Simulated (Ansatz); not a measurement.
RuO2:
```cif
data_O4Ru2
_chemical_formula_sum 'Ru2 O4'
_space_group_name_H-M_alt 'P42/mnm'
_space_group_IT_number 136
_space_group_name_Hall '-P 4n 2n'
_cell_length_a 4.47936
_cell_length_b 4.47936
_cell_length_c 3.10742
_cell_angle_alpha 90.000
_cell_angle_beta 90.000
_cell_angle_gamma 90.000
loop_
_atom_site_label
_atom_site_type_symbol
_atom_site_symmetry_multiplicity
_atom_site_Wyckoff_symbol
_atom_site_fract_x
_atom_site_fract_y
_atom_site_fract_z
_atom_site_occupancy
Ru1 Ru 2 a 0.00000 0.00000 0.00000 1
O1 O 4 f 0.30533 0.30533 0.00000 1
```

Relaxed with r²SCAN.

Q: Which orbitals make up the states near the Fermi level in r²SCAN in the plane-wave PAW code Ansatz?

A: Within 0.5 eV of the Fermi level: Ru 4d 69 %, O 2p 28 %. Projections are on Löwdin-orthogonalised atomic valence shells; empty p or d shells of many metals are not among them.

Q: Tabulate the density of states.

A: States/eV per cell of 6 atoms, in 0.25 eV bins, energy from the Fermi level.

```csv
E (eV),total,O 2p,Ru 4d,O 2s
-7.85,1.87,1.17,0.61,0.02
-7.60,4.95,3.04,1.72,0.02
-7.35,5.03,3.16,1.72,0.02
-7.10,8.74,5.61,2.95,0.02
-6.85,7.37,4.57,2.65,0.02
-6.60,1.37,0.87,0.47,0.01
-6.35,1.63,1.12,0.42,0.03
-6.10,3.33,2.40,0.73,0.06
-5.85,3.54,2.55,0.79,0.06
-5.60,3.63,2.64,0.80,0.07
-5.35,3.34,2.46,0.72,0.06
-5.10,3.60,2.67,0.78,0.06
-4.85,5.50,4.24,1.05,0.08
-4.60,6.25,4.85,1.21,0.06
-4.35,5.56,4.25,1.18,0.04
-4.10,4.63,3.53,1.00,0.03
-3.85,3.97,3.14,0.75,0.02
-3.60,3.67,3.05,0.54,0.01
-3.35,4.05,3.43,0.54,0.02
-3.10,3.78,3.32,0.40,0.02
-2.85,3.66,3.38,0.23,0.01
-2.60,1.60,1.50,0.08,0.00
-2.35,0.76,0.72,0.03,0.00
-2.10,0.40,0.39,0.01,0.00
-1.85,0.04,0.04,0.00,0.00
-1.60,0.24,0.02,0.21,0.00
-1.35,3.46,0.40,3.01,0.01
-1.10,3.96,0.62,3.27,0.02
-0.85,5.68,0.95,4.59,0.04
-0.60,9.07,1.37,7.50,0.04
-0.35,6.33,1.52,4.67,0.02
-0.10,3.66,1.11,2.46,0.01
0.15,1.95,0.66,1.25,0.01
0.40,3.03,1.10,1.86,0.01
0.65,3.19,1.19,1.92,0.01
0.90,3.39,1.31,1.98,0.01
1.15,2.98,1.19,1.71,0.01
1.40,0.74,0.29,0.42,0.00
1.65,0.29,0.12,0.17,0.00
1.90,0.07,0.02,0.04,0.01
2.15,0.13,0.01,0.09,0.02
2.40,1.54,0.15,1.10,0.25
2.65,1.73,0.26,1.17,0.25
2.90,2.02,0.40,1.31,0.25
3.15,2.21,0.51,1.39,0.24
3.40,2.23,0.57,1.36,0.22
3.65,1.97,0.57,1.17,0.17
3.90,2.23,0.69,1.29,0.17
4.15,2.73,0.93,1.55,0.15
4.40,3.56,1.35,1.98,0.12
4.65,3.40,1.36,1.86,0.09
```

Space group P4_2/mnm (rutile). Symmetry was held in the r²SCAN relaxation; of distortions, only those at the zone centre were tested. The run is not spin-polarised. Spin–orbit coupling is left out wherever it is not named.

Potentials: the later of the program's two PAW sets.
